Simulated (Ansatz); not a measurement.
# CdTe: the cost of one run

Program: Ansatz 0.2.0. Level of theory: DFT r2SCAN, scalar-relativistic, plane waves, PAW. These are calculated values, not measurements.

1 further run of the same task is left out (it didn't finish).

**1. The starting structure**

It takes space group P6/mmm (No. 191, hexagonal). The conventional cell has a = 6.671 Å, b = 6.671 Å, c = 5.382 Å, α = 90.00°, β = 90.00°, γ = 120.00°. Around Cd (site symmetry mmm) lie 6 Te at 3.31 to 3.34 Å and 4 Cd at 3.34 Å. Around Te (site symmetry 6/mmm) lie 6 Cd at 3.34 Å. Te (site symmetry -6m2) is surrounded by 6 Cd at 3.31 Å.

As a file:

```
Cd Te
1.0
     6.67113    0.00000    0.00000
    -3.33556    5.77737    0.00000
     0.00000    0.00000    5.38239
Cd Te
3 3
Direct
  0.50000 0.00000 0.00000
  0.50000 0.50000 0.00000
  0.00000 0.50000 0.00000
  0.00000 0.00000 0.00000
  0.33333 0.66667 0.50000
  0.66667 0.33333 0.50000
```

This is candidate A: CoSn type (P6/mmm, No. 191).

(A quick probe on a coarse mesh, which set the mesh and smearing, is not shown.)

**3. Rough relaxation on the coarse mesh (candidate A)**

File input.yaml:

```yaml
crystal:
  lattice:
    - [6.6711266548, 0.0, 0.0]
    - [-3.3355633274, 5.777365155, 0.0]
    - [0.0, 0.0, 5.3823862783]
  atoms:
    - { symbol: Cd, position: [0.5, 0.0, 0.0] }
    - { symbol: Cd, position: [0.5, 0.5, 0.0] }
    - { symbol: Cd, position: [0.0, 0.5, 0.0] }
    - { symbol: Te, position: [0.0, 0.0, 0.0] }
    - { symbol: Te, position: [0.3333333333, 0.6666666667, 0.5] }
    - { symbol: Te, position: [0.6666666667, 0.3333333333, 0.5] }
basis:
  ecutwfc: 500
kpoints:
  mp_grid: { grid: [3, 3, 4] }
hamiltonian:
  xc: r2scan
scf:
  occupations: { method: gaussian, width: 0.1 }
  lower_state_search: "off"
output:
  forces: true
  stress: true
  eigenvalues: true
relax:
  adjacent_minimum: "off"
  f_tol: 0.04
  max_steps: 70
  cell: { stress_tol: 0.4 }
```

The run is started by

```bash
> ansatz run input.yaml --threads 1 --pin off --max-ram 3072MiB --backend cpu --events-out ev --progress --plain --runs-dir out
```

What time and memory should one allow on 1 thread of Intel Xeon 6975P-C (Granite Rapids), shared host?

About 74 s, with a peak of 0.99 GiB.
